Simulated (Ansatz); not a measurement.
Here is an Ansatz 0.2.0 calculation.

input.yaml

```yaml
crystal:
  lattice:
    - [-1.59121869, 1.59121869, 1.59121869]
    - [1.59121869, -1.59121869, 1.59121869]
    - [1.59121869, 1.59121869, -1.59121869]
  atoms:
    - { symbol: Al, position: [0.0, 0.0, 0.0] }
hamiltonian:
  xc: pbe
  pseudopotentials: { kind: paw }
kpoints:
  mp_grid: { grid: [12, 12, 12] }
scf:
  occupations: { method: gaussian, width: 0.013 }
output:
  forces: true
  stress: true
  eigenvalues: true
```

Potentials or basis: Ansatz PAW.

Launch:

```bash
$ ansatz run input.yaml --threads 2 --pin off --max-ram 5632MiB --backend cpu --events-out ev --progress --plain --runs-dir out
```

Q: Predict the band gap on the k mesh.

A: None (metal or under the smearing width).

Q: What does it give for the pressure?

A: 3.9 GPa.
